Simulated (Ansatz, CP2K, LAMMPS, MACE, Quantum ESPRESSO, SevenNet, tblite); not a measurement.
# Bulk modulus of La2O3 with crystalline order left by the classical run (105 atoms) across programs

How stiff is La2O3 with crystalline order left by the classical run (105 atoms) under an even change of volume, and do other programs and learned potentials give the same pressure and slope as plane waves?

Results are calculated, not measured.

**1. The structure**

The cell holds 105 atoms (42 La and 63 O), with edges of 12.24, 12.24 and 12.24 Å. Recipe: 105 atoms (42 Nd, 63 O) placed at random at 7.01 g/cm³, melted at 5000 K for 10 ps at fixed volume with the Morse and Coulomb pair potential with partial charges (Pedone, Malavasi, Menziani, Cormack and Segre, J. Phys. Chem. B 110, 11780 (2006)). Quenched from 5000 K to 300 K at 50 K/ps and fixed volume, held 10 ps at zero pressure, then minimised at fixed cell. Then Nd was replaced by La and the cell scaled by 1.023 (the potential has no terms for the new elements, so the cell is a start for a DFT relaxation). Then the atoms were relaxed with SevenNet 0 in the fixed cell.

Bonds by pair of elements; cutoffs follow the first minimum of g(r), held within bounds set by covalent radii, and pairs that aren't listed don't count as bonded:

```csv
pair A-B,cutoff (Å),bonds,mean length (Å),spread (Å),shortest (Å),B about A,A about B
O-La,3.19,264,2.50,0.173,2.23,4.19,6.29
```

**2. The reference input**

Quantum ESPRESSO 7.5: Kohn-Sham DFT, PBE, SSSP efficiency 1.3.0 pseudopotentials, plane waves. Its input, pw.in, for the unchanged cell:

```
&control
  calculation = 'scf'
  pseudo_dir = './pseudo'
  outdir = './tmp'
  disk_io = 'none'
  tprnfor = .true.
  tstress = .true.
/
&system
  ibrav = 0
  nat = 105
  ntyp = 2
  ecutwfc = 60
  ecutrho = 480
  nosym = .true.
  occupations = 'smearing'
  smearing = 'fd'
  degauss = 0.003675
/
&electrons
  conv_thr = 5.3e-07
  electron_maxstep = 100
  mixing_beta = 0.4
  mixing_mode = 'plain'
  diagonalization = 'david'
/
ATOMIC_SPECIES
La 138.905 La.upf
O 15.999 O.upf
CELL_PARAMETERS angstrom
12.24126 0.00000 0.00000
0.00000 12.24126 0.00000
0.00000 0.00000 12.24126
ATOMIC_POSITIONS crystal
La 0.24706 0.20235 0.56445
La 0.83424 0.11496 0.86542
La 0.05735 0.17769 0.33702
La 0.82339 0.98024 0.36534
[... 99 atom lines left out ...]
O 0.53323 0.02930 0.72000
O 0.26634 0.34961 0.76674
K_POINTS gamma
```

```console
$ OMP_NUM_THREADS=1 mpirun -np 4 pw.x -in pw.in > output.txt
```

It took 23 min on 4 MPI ranks of Arm Neoverse V2, shared host; peak memory 14 GiB; 1.5 h of CPU time.

It converged with an r.m.s. force component of 0.075 eV/Å and a pressure of 1.6 GPa.

**3. Levels of theory**

Every level solves the same cells as single points. CPU time is summed over a level's finished runs, on a host shared with the other runs, so it is rough; the force column is the median over cells of the r.m.s. difference of force components from the reference.

| level | basis or training data | k-points | runs finished | CPU time | peak memory (GiB) | force difference (meV/Å) |
| --- | --- | --- | --- | --- | --- | --- |
| QE, PBE | plane waves, SSSP efficiency, 60/480 Ry | Γ | 3 of 3 | 4.4 h | 14 | reference |
| CP2K double zeta, PBE | DZVP-MOLOPT-SR, GTH-PBE potentials, 600 Ry | Γ | 3 of 3 | 53 min | 11 | 39 |
| CP2K double zeta, LDA | DZVP-MOLOPT-SR, GTH-PADE potentials, 600 Ry | Γ | 3 of 3 | 51 min | 12 | 65 |
| tblite GFN1-xTB | tight binding with its own dispersion term | Γ | 3 of 3 | 66 s | 0.15 | 247 |
| MACE MP-0b2 small | trained on PBE(+U) plane-wave data | - | 3 of 3 | 18 s | 0.67 | 67 |
| SevenNet 0 | trained on PBE(+U) plane-wave data | - | 3 of 3 | 21 s | 0.91 | 72 |

The reference's own r.m.s. force component runs from 71 to 75 meV/Å over these cells. SevenNet 0 relaxed the atoms, so in the cells that it relaxed its own forces are small, and its entry isn't an independent test there.

**4. Pressure against volume**

The cell is scaled evenly, and at each volume SevenNet 0 relaxes the atoms again before the single points. The unchanged volume is 17.470 Å³ an atom. Pressures in GPa:

```csv
level,-3 %,0,+3 %
"QE, PBE",4.03,1.55,-0.51
"CP2K double zeta, PBE",5.27,2.70,0.51
"CP2K double zeta, LDA",-2.22,-4.44,-6.30
tblite GFN1-xTB,6.21,5.73,5.23
MACE MP-0b2 small,2.76,0.30,-1.80
SevenNet 0,2.87,0.59,-1.41
```

Energy less that of the unchanged cell at the same level, in meV an atom:

```csv
level,-3 %,+3 %
"QE, PBE",7.93,-1.50
"CP2K double zeta, PBE",9.55,-3.12
"CP2K double zeta, LDA",-9.61,14.74
tblite GFN1-xTB,7.85,-5.41
MACE MP-0b2 small,4.19,2.17
SevenNet 0,4.89,1.34
```

**5. Moduli**

From the three volumes nearest the unchanged one: B from the slope of pressure against ln V and from the curvature of the energy, the pressure that the slope of the energy implies, and the volume change at which the printed pressure crosses zero (a dash if it doesn't within the range).

```csv
level,B from pressures (GPa),B from energies (GPa),printed pressure (GPa),pressure from energies (GPa),zero pressure at (%)
"QE, PBE",75.7,65.6,1.55,1.44,+2.2
"CP2K double zeta, PBE",79.4,65.5,2.70,1.94,-
"CP2K double zeta, LDA",68.0,52.3,-4.44,-3.72,-
tblite GFN1-xTB,16.2,24.8,5.73,2.03,-
MACE MP-0b2 small,76.0,64.9,0.30,0.31,+0.4
SevenNet 0,71.3,63.5,0.59,0.54,+0.9
```

As a check by hand on the reference: from -3 to +3 % the pressure falls by 4.54 GPa while ln V grows by 0.0600, a ratio of 75.7 GPa.

Gap between the highest filled and the lowest empty level on the runs' k-points, in eV:

```csv
level,-3 %,0,+3 %
"QE, PBE",3.13,3.16,3.25
"CP2K double zeta, PBE",3.06,3.09,3.19
"CP2K double zeta, LDA",2.96,3.00,3.10
```

**6. What came out**

The plane-wave reference (PBE) gives a bulk modulus of 75.7 GPa from its pressures, at a volume where its pressure is 1.55 GPa; that pressure crosses zero at +2.2 %. Other programs at PBE: CP2K double zeta, PBE 79.4 GPa (+5 %); its pressure lies +1.15 GPa from the reference's. Other functionals: CP2K double zeta, LDA 68.0 GPa (-10 %); its pressure lies -5.99 GPa from the reference's.

Learned potentials: MACE MP-0b2 small 76.0 GPa (+0 %) and SevenNet 0 71.3 GPa (-6 %); their pressures lie -1.26 to -0.96 GPa from the reference's. Tight binding: tblite GFN1-xTB 16.2 GPa (-79 %); its pressure lies +4.18 GPa from the reference's. The moduli are read at one volume but at unlike pressures, and a cell under tension is as a rule softer than one under compression. Moduli from the energies run from 25 to 66 GPa and part from those from pressures by as much as +53 % (tblite GFN1-xTB); they rest on small differences of energy, and for levels other than SevenNet 0 they hold the work of leftover forces. Printed pressure and the slope of the energy part noticeably for tblite GFN1-xTB; the atoms move along a path that isn't these levels' own, so their forces do work along it, and an error in the stress can't be told from that. The reference's gap rises as the cell grows, from 3.13 eV at -3 % to 3.25 eV at +3 %.

**Limits.** The atoms follow SevenNet 0, not each level's own minimum, so these moduli only approach relaxed ones and hang on that choice. Three points at finite strain give rough moduli, at the given volume rather than at zero pressure. Pressures at a fixed plane-wave cutoff or in a small atom-centred basis hold some basis error. The quench rate of 50 K/ps is many orders above laboratory rates, so the cell is likely richer in defects and strain than a real sample. The reference samples only Γ, in a cell whose shortest periodic width is 12 Å. Spin–orbit coupling is left out, which matters for the levels of the heavy elements. The reference isn't exact: its cutoffs and mesh weren't converged further here. Where levels are smeared, the DFT runs use Fermi–Dirac occupations at 580 K (0.05 eV), and energies are free energies.

[Logs are printed without paths, hosts, clocks, repeated set-up lines and the standing remarks that a program may print on its own settings, such as how far it seeks lower states.]

[Hosts, paths, dates, database ids (printed as entryN), source tags and the programs' standing remarks are cut or masked in the printed files.]
